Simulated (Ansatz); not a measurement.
# Ni: searching below the plain SCF

Plain starts of Ni have been run. Do the further runs listed below go lower? We look at Ni: the measured crystal structure (space group Fm-3m, primitive cell doubled), with 2 atoms per cell. Source: COD entry 2102299.

Program: Ansatz 0.2.0. Level of theory: DFT PBE, PAW, plane waves, scalar-relativistic. These are calculated values, not measurements.

## Step 1: The starting structure

It takes space group Fm-3m (No. 225, cubic). Conventional cell: a = 3.541 Å, b = 3.541 Å, c = 3.541 Å, α = 90.00°, β = 90.00°, γ = 90.00°. Ni (site symmetry m-3m) has 12 Ni at 2.50 Å in its first shell of neighbours.

As a file:

```xyz
2
Lattice="-1.7705 -3.5409 -1.7705 -1.7705 0.0000 -1.7705 1.7705 0.0000 -1.7705" Properties=species:S:1:pos:R:3 pbc="T T T"
Ni    0.0000    0.0000    0.0000
Ni    0.0000   -1.7705   -1.7705
```

Atoms are counted from 1 in the order of input.yaml (Ni2 and so on).

Known so far: 8 plain starts ended in 3 states. The lowest came from “spin on, no moments given (the program may seed its own), plain SCF”: ferromagnetic, site moments Ni1 0.67, Ni2 0.67 μB, total 1.26 μB per cell, no gap on the k-mesh, free energy -11679.4463 eV.

Runs to come: parallel moments, default search for lower states; opposed moments +-, default search for lower states; the moments typed in its input, symmetry off, plain SCF; the moments typed in its input, standard search for lower states.

A plain SCF has the search for lower states switched off and ends at the first converged state. The default search runs further SCF cycles only where the state itself hints at a lower one. The standard and full searches may also try other magnetic orders and fillings, and need not reach the lowest state. With a search on, the program may also reshape the start on open shells. 

Site moments are integrals over atomic spheres and don't add up to the total.

## Step 2: Parallel moments, default search for lower states

File input.yaml:

```yaml
crystal:
  lattice:
    - [-1.77045, -3.5409, -1.77045]
    - [-1.77045, 0.0, -1.77045]
    - [1.77045, 0.0, -1.77045]
  atoms:
    - { symbol: Ni, position: [0.0, 0.0, 0.0], spin: 2.0 }
    - { symbol: Ni, position: [0.5, 0.0, 0.5], spin: 2.0 }
magnetization:
  spin_polarized: true
hamiltonian:
  xc: pbe
  pseudopotentials: { kind: paw }
basis:
  ecutwfc: 420
kpoints:
  mp_grid: { grid: [8, 13, 11] }
scf:
  occupations: { method: gaussian, width: 0.1 }
output:
  forces: true
  stress: true
  write_density: true
  write_potential: true
  elf: true
  volumetric_format: npy
```

Run with:

```sh
> ansatz run input.yaml --threads 2 --pin off --max-ram 5120MiB --backend cpu --events-out ev --progress --plain --runs-dir out
```

What it wrote:

```text
Warning: crystal.symmetry: narrowed to the stabiliser of the k-point mesh — unitary ops 32 → 8; excluded 24 operations that carry a point of the 8×13×11 mesh (shift [0, 0, 0]) off the mesh (the run samples exactly the mesh kpoints.mp_grid names, as under crystal.symmetry.detect: false, and its converged state has the mesh's symmetry, not the crystal's; ε∞, the Born charges and the force constants of a linear response (`dielectric:` by the response, `phonons.method: dfpt`) are averaged over those of the crystal's operations that the state keeps within a tolerance, where `mesh_tensors`, `unaveraged_element` or `gamma_mean_max_change_ev_ang2` stands beside them; a row that `dielectric.field_direction` solves alone is averaged likewise, with nothing beside; a Γ-centred mesh of equal divisions is mapped onto itself by every operation and keeps the whole group, as does a half-shifted one under kpoints.further_shifts: images)
Engine: ansatz 0.2.0, aarch64-unknown-linux-gnu
Pseudopotentials: kind: paw
Pseudopotential: Ni, paw, valence charge 18, recommended cutoff 420 eV (normal), Ni.paw.azcp
Functional definition: PBE
  parameter kappa = 0.804
  parameter beta = 0.06672455060314922
  exchange = pbe_x(kappa = kappa, mu = beta*pi^2/3)
  correlation = pbe_c(beta = beta)
Crystal: 2 atoms, lattice volume = 22.198 Å³
Basis set: ecut = 420 eV, 451 PW (Γ), exchange–correlation on 60×36×36 points (8 copies of the dense FFT grid, shifted against one another)
Bands: 24, of which v1, the nominal top of the filled ones, is band 18 counted from 1 (17 counted from 0)
Symmetry: 8 space group operations
k-points: 318 of 1144
Non-local potential: Ni, projectors of the file, l = 0: 3, l = 1: 2, l = 2: 3, l = 3: 1
PAW form: soft (Blöchl's): semilocal exchange-correlation on the pseudo side does not see the compensation charge
PAW one-centre angular grid: Ni, 590 points (default); XC on 64 Gauss nodes
Initial density: superposition of atomic densities (chi_scale 0.1, normalization cell)
Starting moments: Σ|m| = 4 μB on 2 of 2 sites
Initial wavefunctions: pseudopotential atomic-orbital guess
Functional: x = pbe(κ = 0.804, μ = 0.2195149727645171), c = pbe(β = 0.06672455060314922)
iter 1 solved again at ethr=2.95e-3 eV; its pass at ethr=3.10e-3 eV (dr2=1.06e0 eV) is discarded
SCF iter   1: F=—  HF=-11678.262782 eV  |F-HF|=—  |Δ(HF+E_count)|=         —  Δρ=1.60e-1 (↑1.60e-1 ↓8.45e-2)  dr2=1.06e0  dr2_m=2.94e0  M=1.928 μB ∫|m|=2.076 μB  β_m=0.30  ethr=2.95e-3  ⟨swp⟩=1.0  Hψ=75010  notcnv=0
Mixer restart at iter 1: flushing history
preconditioner: auto → none  [metal: Δε(μ)=0.000 eV  Ē_g=10.694 eV  σ=0.100 eV  W_gap=0.00  n_scr=6 (ndim 8)  ℏωp=35.2 eV  f_vac=0.000  D(μ)=2.94/eV (n_scr^D=36)  sad-step TF]
SCF iter   2: F=—  HF=-11677.987151 eV  |F-HF|=—  |Δ(HF+E_count)|=   2.76e-1  Δρ=1.04e-1 (↑8.95e-2 ↓1.04e-1)  dr2=3.03e-2  dr2_m=1.88e0  M=1.768 μB ∫|m|=1.924 μB  β_m=0.60  ethr=2.95e-3  ⟨swp⟩=2.2  Hψ=23276  notcnv=0
SCF iter   3: F=—  HF=-11679.375089 eV  |F-HF|=—  |Δ(HF+E_count)|=    1.39e0  Δρ=7.83e-2 (↑7.83e-2 ↓2.07e-2)  dr2=5.11e-1  dr2_m=4.48e-1  M=1.525 μB ∫|m|=1.720 μB  β_m=0.68  ethr=8.41e-5  ⟨swp⟩=3.2  Hψ=39530  notcnv=0  defer=611
SCF iter   4: F=—  HF=-11679.459284 eV  |F-HF|=—  |Δ(HF+E_count)|=   8.42e-2  Δρ=1.29e-2 (↑7.55e-3 ↓1.29e-2)  dr2=5.39e-2  dr2_m=1.71e-3  M=1.258 μB ∫|m|=1.466 μB  β_m=0.84  ethr=8.41e-5  ⟨swp⟩=2.0  Hψ=32419  notcnv=0  defer=678
[... 2 lines left out ...]
SCF iter   7: F=—  HF=-11679.446274 eV  |F-HF|=—  |Δ(HF+E_count)|=   9.89e-6  Δρ=6.89e-5 (↑6.89e-5 ↓5.66e-5)  dr2=2.05e-6  dr2_m=8.44e-8  M=1.263 μB ∫|m|=1.452 μB  β_m=0.92  ethr=3.92e-8  ⟨swp⟩=2.0  Hψ=23277  notcnv=0  defer=671
SCF iter   8: F=—  HF=-11679.446275 eV  |F-HF|=—  |Δ(HF+E_count)|=   1.02e-6  Δρ=6.69e-6 (↑6.69e-6 ↓5.16e-6)  dr2=5.59e-9  dr2_m=3.85e-9  M=1.263 μB ∫|m|=1.452 μB  β_m=0.91  ethr=5.68e-9  ⟨swp⟩=2.2  Hψ=22835  notcnv=0  defer=671
SCF iter   9: F=-11679.446276 eV  HF=-11679.446276 eV  |F-HF|=1.17e-9  |Δ(HF+E_count)|=   1.14e-8  Δρ=2.55e-6 (↑1.23e-6 ↓2.55e-6)  dr2=1.68e-9  dr2_m=1.71e-10  M=1.263 μB ∫|m|=1.452 μB  ethr=1.55e-11  ⟨swp⟩=8.9  Hψ=91664  notcnv=0
SCF 1 converged in 9 iterations: F = -11679.446276 eV  dr2 = 1.68e-9
SCF converged after 9 iterations
Magnetization: 1.2626 μB (18.6313 up, 17.3687 down)
Absolute magnetization: 1.4536 μB (∫|ρ↑−ρ↓|, with the PAW one-centre terms)
Spin contamination: 0.0144 ħ² per cell (⟨S²⟩ above its minimum at these occupations)
Per-site moments (μB) at R_I (Å): [(0.6713690776373654, 1.0328151906201717), (0.6713690776373653, 1.0328151906201717)]
Free energy (F): -11679.446276 eV
Harris-Foulkes:  -11679.446276 eV  (|F-HF|=1.17e-9)
Internal energy: -11679.429243 eV  (E = F + TS)
E sigma→0 (E₀):  -11679.437759 eV
Entropy (-TS):   -0.017033 eV (-8.516 meV/atom)
Fermi energy:    17.738437 eV
[... 29 lines left out: energy terms, forces, stress, bands ...]
```

Run time: 20 s. Hardware: 2 threads of Arm Neoverse V1, shared host; peak memory 0.54 GiB.

The run ends in the same state as step 1 (ferromagnetic); it took 9 iterations.

## Step 3: Opposed moments +-, default search for lower states

Changes to input.yaml since step 2:

```diff
@@ -7,3 +7,3 @@
     - { symbol: Ni, position: [0.0, 0.0, 0.0], spin: 2.0 }
-    - { symbol: Ni, position: [0.5, 0.0, 0.5], spin: 2.0 }
+    - { symbol: Ni, position: [0.5, 0.0, 0.5], spin: -2.0 }
 magnetization:
```

Run with:

```sh
> ansatz run input.yaml --threads 2 --pin off --max-ram 5120MiB --backend cpu --events-out ev --progress --plain --runs-dir out
```

What it wrote:

```text
Warning: crystal.symmetry: narrowed to the stabiliser of the k-point mesh — unitary ops 16 → 4; excluded 12 operations that carry a point of the 8×13×11 mesh (shift [0, 0, 0]) off the mesh (the run samples exactly the mesh kpoints.mp_grid names, as under crystal.symmetry.detect: false, and its converged state has the mesh's symmetry, not the crystal's; ε∞, the Born charges and the force constants of a linear response (`dielectric:` by the response, `phonons.method: dfpt`) are averaged over those of the crystal's operations that the state keeps within a tolerance, where `mesh_tensors`, `unaveraged_element` or `gamma_mean_max_change_ev_ang2` stands beside them; a row that `dielectric.field_direction` solves alone is averaged likewise, with nothing beside; a Γ-centred mesh of equal divisions is mapped onto itself by every operation and keeps the whole group, as does a half-shifted one under kpoints.further_shifts: images)
[... 11 lines as in an earlier run ...]
Symmetry: 4 space group operations
[... 5 lines as in an earlier run ...]
Starting moments: Σ|m| = 4 μB on 2 of 2 sites
[... 2 lines as in an earlier run ...]
spin-down is spin-up translated by (0.5, 0, 0.5): one eigenproblem is solved per k-point and the antiferromagnetic symmetry of the starting moments is kept exactly by this SCF (crystal.symmetry.spin_inversion_symmetry: false solves both channels; [...]
iter 1 solved again at ethr=2.78e-3 eV; its pass at ethr=3.10e-3 eV (dr2=1.00e0 eV) is discarded
SCF iter   1: F=—  HF=-11678.441637 eV  |F-HF|=—  |Δ(HF+E_count)|=         —  Δρ=2.04e-1 (↑2.04e-1 ↓2.04e-1)  dr2=1.00e0  dr2_m=8.10e0  M=0.000 μB ∫|m|=1.094 μB  β_m=0.30  ethr=2.78e-3  ⟨swp⟩=1.3  Hψ=37983  notcnv=0
Mixer restart at iter 1: flushing history
preconditioner: auto → none  [metal: Δε(μ)=0.004 eV  Ē_g=10.580 eV  σ=0.100 eV  W_gap=0.02  n_scr=6 (ndim 8)  ℏωp=35.2 eV  f_vac=0.000  D(μ)=6.08/eV (n_scr^D=122)  sad-step TF]
SCF iter   2: F=—  HF=-11678.013960 eV  |F-HF|=—  |Δ(HF+E_count)|=   4.28e-1  Δρ=1.52e-1 (↑1.52e-1 ↓1.52e-1)  dr2=3.43e-2  dr2_m=4.67e0  M=0.000 μB ∫|m|=0.937 μB  β_m=0.65  ethr=2.78e-3  ⟨swp⟩=2.3  Hψ=11397  notcnv=0
SCF iter   3: F=—  HF=-11683.559443 eV  |F-HF|=—  |Δ(HF+E_count)|=    5.55e0  Δρ=1.70e-1 (↑1.70e-1 ↓1.70e-1)  dr2=1.29e1  dr2_m=4.12e-1  M=0.000 μB ∫|m|=0.454 μB  β_m=0.65  ethr=9.52e-5  ⟨swp⟩=3.5  Hψ=25140  notcnv=0  defer=356
SCF iter   4: F=—  HF=-11679.337304 eV  |F-HF|=—  |Δ(HF+E_count)|=    4.22e0  Δρ=1.18e-2 (↑1.18e-2 ↓1.18e-2)  dr2=6.72e-2  dr2_m=5.14e-4  M=0.000 μB ∫|m|=0.381 μB  β_m=0.82  ethr=9.52e-5  ⟨swp⟩=4.9  Hψ=28144  notcnv=0  defer=355
[... 4 lines left out ...]
SCF iter   9: F=—  HF=-11679.330041 eV  |F-HF|=—  |Δ(HF+E_count)|=   1.16e-8  Δρ=2.63e-5 (↑2.63e-5 ↓2.63e-5)  dr2=2.83e-7  dr2_m=5.35e-9  M=0.000 μB ∫|m|=0.333 μB  β_m=0.93  ethr=6.38e-10  ⟨swp⟩=2.3  Hψ=12529  notcnv=0  defer=386
SCF iter  10: F=—  HF=-11679.330041 eV  |F-HF|=—  |Δ(HF+E_count)|=   2.89e-8  Δρ=4.21e-6 (↑4.21e-6 ↓4.21e-6)  dr2=1.03e-8  dr2_m=3.66e-10  M=0.000 μB ∫|m|=0.333 μB  β_m=0.92  ethr=6.38e-10  ⟨swp⟩=2.0  Hψ=10719  notcnv=0  defer=386
SCF iter  11: F=-11679.330041 eV  HF=-11679.330041 eV  |F-HF|=7.46e-11  |Δ(HF+E_count)|=   2.97e-9  Δρ=1.17e-6 (↑1.17e-6 ↓1.17e-6)  dr2=1.65e-10  dr2_m=6.96e-11  M=0.000 μB ∫|m|=0.333 μB  ethr=2.85e-11  ⟨swp⟩=9.8  Hψ=46684  notcnv=0
SCF 1 converged in 11 iterations: F = -11679.330041 eV  dr2 = 1.65e-10
Initial density: read from a saved state, or passed on in memory by an earlier SCF of this step, an earlier step, the calling program or the single point that the run made first
Starting moments: Σ|m| = 4 μB on 2 of 2 sites; this step starts from the density that it was given
Initial wavefunctions: those read from a saved state, or passed on in memory by an earlier step or the calling program
the translation (0.5, 0, 0.5) carries every atom to within crystal.symmetry.tolerance of an atom of its element with the starting moment reversed, but both spin channels are solved: the run starts from a saved state that isn't shown to keep it, or this solve from the single point that its walk made first
iter 1 solved again at ethr=1.00e-12 eV; its pass at ethr=2.78e-6 eV (dr2=1.65e-10 eV) is discarded
SCF iter   1: F=—  HF=-11679.330041 eV  |F-HF|=—  |Δ(HF+E_count)|=         —  Δρ=1.17e-6 (↑1.17e-6 ↓1.17e-6)  dr2=1.65e-10  dr2_m=6.96e-11  M=0.000 μB ∫|m|=0.333 μB  ethr=1.00e-12  ⟨swp⟩=1.0  Hψ=73864  notcnv=0
preconditioner: auto → none  [metal: Δε(μ)=0.003 eV  Ē_g=11.294 eV  σ=0.100 eV  W_gap=0.01  n_scr=6 (ndim 8)  ℏωp=35.2 eV  f_vac=0.000  D(μ)=7.14/eV (n_scr^D=156)]
SCF iter   2: F=—  HF=-11679.445653 eV  |F-HF|=—  |Δ(HF+E_count)|=   1.16e-1  Δρ=6.91e-3 (↑6.41e-3 ↓6.91e-3)  dr2=1.23e-2  dr2_m=5.50e-3  M=1.248 μB ∫|m|=1.405 μB  ethr=2.87e-6  ⟨swp⟩=1.2  Hψ=68583  notcnv=0
SCF iter   3: F=—  HF=-11679.446254 eV  |F-HF|=—  |Δ(HF+E_count)|=   6.01e-4  Δρ=1.03e-3 (↑6.50e-4 ↓1.03e-3)  dr2=1.39e-4  dr2_m=1.15e-4  M=1.261 μB ∫|m|=1.446 μB  ethr=2.78e-6  ⟨swp⟩=1.1  Hψ=39507  notcnv=0
SCF iter   4: F=—  HF=-11679.446276 eV  |F-HF|=—  |Δ(HF+E_count)|=   2.16e-5  Δρ=1.08e-4 (↑6.77e-5 ↓1.08e-4)  dr2=4.10e-6  dr2_m=1.04e-7  M=1.263 μB ∫|m|=1.452 μB  ethr=1.02e-6  ⟨swp⟩=1.0  Hψ=33072  notcnv=0
SCF iter   5: F=—  HF=-11679.446276 eV  |F-HF|=—  |Δ(HF+E_count)|=   4.28e-7  Δρ=1.66e-5 (↑8.82e-6 ↓1.66e-5)  dr2=8.94e-8  dr2_m=3.96e-9  M=1.263 μB ∫|m|=1.452 μB  ethr=2.78e-10  ⟨swp⟩=2.0  Hψ=41504  notcnv=0
SCF iter   6: F=-11679.446276 eV  HF=-11679.446276 eV  |F-HF|=7.28e-11  |Δ(HF+E_count)|=   1.10e-8  Δρ=8.12e-7 (↑4.09e-7 ↓8.12e-7)  dr2=1.17e-10  dr2_m=5.67e-11  M=1.263 μB ∫|m|=1.452 μB  ethr=2.78e-10  ⟨swp⟩=1.0  Hψ=33073  notcnv=0
SCF iter   7: F=-11679.446276 eV  HF=-11679.446276 eV  |F-HF|=8.00e-11  |Δ(HF+E_count)|=  1.46e-11  Δρ=8.55e-7 (↑3.29e-7 ↓8.55e-7)  dr2=1.40e-10  dr2_m=5.13e-11  M=1.263 μB ∫|m|=1.452 μB  ethr=1.00e-12  ⟨swp⟩=1.5  Hψ=45725  notcnv=0
SCF 2 converged in 7 iterations: F = -11679.446276 eV  dr2 = 1.40e-10
[... 1 line as in an earlier run ...]
iter 1 solved again at ethr=2.78e-10 eV; its pass at ethr=2.78e-6 eV (dr2=3.42e-7 eV) is discarded
SCF iter   1: F=—  HF=-11679.330041 eV  |F-HF|=—  |Δ(HF+E_count)|=         —  Δρ=1.17e-6 (↑1.17e-6 ↓1.17e-6)  dr2=1.65e-10  dr2_m=6.96e-11  M=-0.000 μB ∫|m|=0.333 μB  ethr=2.78e-10  ⟨swp⟩=1.9  Hψ=132671  notcnv=0
eigensolver tolerance schedule: the retry pair's looser diagonalisation over-reported the residual by 2068.87 of it (diagonalisation noise at 2.42 of the residual, at the tolerance the schedule requests for it); recorded, not acted on — ethr = c·dr2/N_el stays at c = 1.0e-1
SCF iter   2: F=—  HF=-11679.330503 eV  |F-HF|=—  |Δ(HF+E_count)|=   4.62e-4  Δρ=4.22e-3 (↑4.11e-3 ↓4.22e-3)  dr2=1.18e-3  dr2_m=3.21e-3  M=0.098 μB ∫|m|=0.333 μB  ethr=2.78e-6  ⟨swp⟩=1.0  Hψ=53161  notcnv=0
SCF iter   3: F=—  HF=-11679.446352 eV  |F-HF|=—  |Δ(HF+E_count)|=   1.16e-1  Δρ=1.35e-3 (↑1.35e-3 ↓6.96e-4)  dr2=2.82e-4  dr2_m=8.97e-5  M=1.260 μB ∫|m|=1.447 μB  ethr=3.18e-6  ⟨swp⟩=1.1  Hψ=47867  notcnv=0
SCF iter   4: F=—  HF=-11679.446334 eV  |F-HF|=—  |Δ(HF+E_count)|=   1.79e-5  Δρ=2.00e-3 (↑4.57e-4 ↓2.00e-3)  dr2=1.19e-3  dr2_m=1.24e-4  M=1.262 μB ∫|m|=1.451 μB  ethr=2.78e-6  ⟨swp⟩=1.0  Hψ=37495  notcnv=0
this SCF's setup event announced max_iter 4: a cap that the engine derives, which gives way to 182 iterations because this look along open shells stands lower than the state that it set out from. From here on the SCF can send more iterations than it announced.
SCF iter   5: F=—  HF=-11679.446276 eV  |F-HF|=—  |Δ(HF+E_count)|=   5.87e-5  Δρ=2.05e-5 (↑2.05e-5 ↓1.22e-5)  dr2=6.36e-8  dr2_m=3.78e-8  M=1.263 μB ∫|m|=1.452 μB  ethr=2.78e-10  ⟨swp⟩=2.9  Hψ=48121  notcnv=0
SCF iter   6: F=-11679.446276 eV  HF=-11679.446276 eV  |F-HF|=1.63e-9  |Δ(HF+E_count)|=   3.52e-8  Δρ=1.53e-6 (↑1.10e-6 ↓1.53e-6)  dr2=5.27e-10  dr2_m=3.58e-11  M=1.263 μB ∫|m|=1.452 μB  ethr=2.78e-10  ⟨swp⟩=1.3  Hψ=36287  notcnv=0
SCF iter   7: F=-11679.446276 eV  HF=-11679.446276 eV  |F-HF|=1.65e-9  |Δ(HF+E_count)|=  3.09e-11  Δρ=1.54e-6 (↑1.10e-6 ↓1.54e-6)  dr2=5.33e-10  dr2_m=3.70e-11  M=1.263 μB ∫|m|=1.452 μB  ethr=1.46e-12  ⟨swp⟩=1.8  Hψ=55801  notcnv=0
SCF 3 converged in 7 iterations: F = -11679.446276 eV  dr2 = 5.33e-10
[... 1 line as in an earlier run ...]
iter 1 solved again at ethr=1.49e-12 eV; its pass at ethr=3.10e-3 eV (dr2=5.36e-10 eV) is discarded
SCF iter   1: F=—  HF=-11679.446276 eV  |F-HF|=—  |Δ(HF+E_count)|=         —  Δρ=1.54e-6 (↑1.10e-6 ↓1.54e-6)  dr2=5.33e-10  dr2_m=3.70e-11  M=1.263 μB ∫|m|=1.452 μB  β_m=0.30  ethr=1.49e-12  ⟨swp⟩=1.8  Hψ=59565  notcnv=0
preconditioner: auto → none  [metal: Δε(μ)=0.000 eV  Ē_g=11.335 eV  σ=0.100 eV  W_gap=0.00  n_scr=6 (ndim 8)  ℏωp=35.2 eV  f_vac=0.000  D(μ)=3.41/eV (n_scr^D=48)]
SCF iter   2: F=-11679.446275 eV  HF=-11679.446276 eV  |F-HF|=1.98e-8  |Δ(HF+E_count)|=  6.40e-10  Δρ=8.18e-6 (↑2.43e-6 ↓8.18e-6)  dr2=2.30e-8  dr2_m=1.71e-9  M=1.263 μB ∫|m|=1.452 μB  ethr=1.48e-12  ⟨swp⟩=7.6  Hψ=76235  notcnv=0
SCF 4 converged in 2 iterations: F = -11679.446275 eV  dr2 = 2.30e-8
the run went on to a lower state, not held to the crystal's whole symmetry: an SCF along what the orbitals of the run's state read of its open shells (or to have them read: on a GPU, or by another smearing), with the run's symmetry operations kept and the antiferromagnet's anti-translation given up, reached one 0. [...]
WARN: the starting moments were not kept: 1 of 2 ended reversed and 1 kept their direction, counting a site from 0.1 of the cell's largest site moment. The largest reversed, site 1 (counted from 0, in the order of the report's site_moments_mub), started with -2.0 μB and closes at +6.7e-1 μB in its sphere. The starting moments cancel, and the net magnetisation is 1.3e0 μB in size, over 0.1 of its absolute magnetisation of 1.4e0 μB. The SCF closed on another magnetic arrangement than the starting moments describe; that does not show which of the two is lower. This SCF took its magnetisation from a saved state (the deck's checkpoint.read, a session's seed or a resume), or from the single point or search that the run made first, and not from the starting moments. Where the run's atoms have moved since that state, how it is taken is a key of its own (checkpoint.density_extrapolation: follow_atoms, where typed, takes the whole of its magnetisation to them with its atoms, but for some exceptions; the density_extrapolation keyword of a session's seed is the same key). To be rid of a resumed run's state, run its deck in a fresh run directory. To be rid of the state of a single point that the run made first, give starting moments in the input or, where a deck that gives them still makes one, type scf.lower_state_search: off. To try another start, run it without that state.
SCF converged after 2 iterations
Magnetization: 1.2626 μB (18.6313 up, 17.3687 down)
Absolute magnetization: 1.4536 μB (∫|ρ↑−ρ↓|, with the PAW one-centre terms)
Spin contamination: 0.0144 ħ² per cell (⟨S²⟩ above its minimum at these occupations)
Per-site moments (μB) at R_I (Å): [(0.6713870414474038, 1.0328151906201717), (0.6713500390911255, 1.0328151906201717)]
Free energy (F): -11679.446275 eV
Harris-Foulkes:  -11679.446276 eV  (|F-HF|=1.98e-8)
Internal energy: -11679.429243 eV  (E = F + TS)
E sigma→0 (E₀):  -11679.437759 eV
Entropy (-TS):   -0.017033 eV (-8.516 meV/atom)
Fermi energy:    17.738414 eV
[... 29 lines left out: energy terms, forces, stress, bands ...]
```

Wall time 3 min (2 threads of Arm Neoverse V1, shared host); peak memory 1.3 GiB.

The run ends in the same state as step 1 (ferromagnetic); it took 27 iterations.

[end of part 1 of 2]
